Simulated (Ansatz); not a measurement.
Ru:

```xyz
2
Lattice="2.7058 0.0000 0.0000 -1.3529 2.3433 0.0000 0.0000 0.0000 4.2819" Properties=species:S:1:pos:R:3 pbc="T T T"
Ru    1.3529    0.7811    3.2114
Ru    0.0000    1.5622    1.0705
```

Base run:

| Property | Result |
| --- | --- |
| Program | Ansatz 0.2.0 |
| Functional | PBE |
| Potentials or basis | all-electron LAPW, scalar-relativistic |
| Cutoff | 281 eV (chosen from the basis error) |
| Basis error allowed | 0.001 eV/atom |
| k mesh | 11 × 11 × 6 |
| Occupations | gaussian, width 0.021 eV |
| Spin | no spin polarisation |

Its results: pressure 4.4 GPa.

**Question.** The run is repeated on the same cell with these changes: functional from PBE to revPBE; occupations from gaussian, width 0.021 eV to fermi-dirac, width 0.05 eV. What comes out?

**Answer.** Pressure 7.7 GPa.
